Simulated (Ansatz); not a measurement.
## Levels at Γ against strain in CaF2

```yaml
crystal:
  lattice:
    - [0.00000, 2.73125, 2.73125]
    - [2.73125, 0.00000, 2.73125]
    - [2.73125, 2.73125, 0.00000]
  atoms:
    - { symbol: Ca, position: [0.00000, 0.00000, 0.00000] }
    - { symbol: F, position: [0.25000, 0.25000, 0.25000] }
    - { symbol: F, position: [0.75000, 0.75000, 0.75000] }
```

Atoms are numbered in the order listed.

The cell comes from COD entry 5000222, which wasn't checked; take it as a given geometry.

All numbers below come from DFT, LDA, all-electron LAPW, scalar-relativistic (Ansatz 0.2.0).

Settings: a Γ-centred 10×10×10 k mesh, Fermi–Dirac smearing of 0.03 eV, basis error target 0.5 meV/atom, no spin polarisation.

The cell is scaled evenly. Fractional coordinates are held (clamped ions).

The valence-band top of this crystal doesn't lie at Γ but 0.26 eV above the top filled level there.

Only quantities that a quadratic follows smoothly over the whole series are listed; rougher ones are left out.

```
ln(V/Vcell)  direct gap at Γ (eV)  smallest gap on mesh and path (eV)
    -0.0619                 7.550                               7.281
    -0.0408                 7.419                               7.153
    -0.0101                 7.231                               6.970
     0.0000                 7.171                               6.911
     0.0100                 7.111                               6.853
     0.0198                 7.053                               6.796
     0.0392                 6.939                               6.686
     0.0583                 6.829                               6.579
```

Problem. Fit the series and give the slopes at zero strain.

Solution. Least-squares fits y = p0 + p1 x + p2 x² to the rows give direct gap at Γ (eV): p1 = -5.99, p2 = 2.2; smallest gap on mesh and path (eV): p1 = -5.83, p2 = 2.4. So dEg/dln V = -6.0 eV for the direct gap at Γ, which isn't the fundamental gap here: that one has dEg/dln V = -5.8 eV. Semilocal gaps are too small, but their slopes carry over better.

Problem. One run, at ln(V/Vcell) = -0.0202, is withheld. Predict its row.

Solution. The fits give 7.293, 7.030; the run gave 7.293, 7.029.
